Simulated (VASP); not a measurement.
Runs of VASP 6.6.1 on KBr. Symmetry: Fm-3m, No. 225, cubic system. The conventional cell has a = 6.600 Å, b = 6.600 Å, c = 6.600 Å, α = 90.00°, β = 90.00°, γ = 90.00°. Br (site symmetry m-3m) has 6 K at 3.30 Å as nearest neighbours. K (site symmetry m-3m) is surrounded by 6 Br at 3.30 Å. 

```csv
screening parameter,gap on the mesh (eV),pressure (GPa)
0.6,(b),0.5
0.2,5.62,0.5
0.3,5.37,0.5
0.1,(a),0.4
0.4,5.18,0.5
```

Alike in all rows: task single point; level HSE(alpha, omega); potentials or basis VASP PAW PBE potentials, release 64 (Br, K_sv); no spin polarisation; cell as given; k mesh 4 × 4 × 4; cutoff (eV) 520; smearing fermi-dirac 0.05 eV.

**Question.** Fill in the values left out.

**Answer.** (a) 5.95; (b) 4.91.

Caveats: the PAW data sets were made with another functional, which shifts forces and pressure a little.

A k mesh can miss the band edges, and the runs leave out spin-orbit coupling on Br.
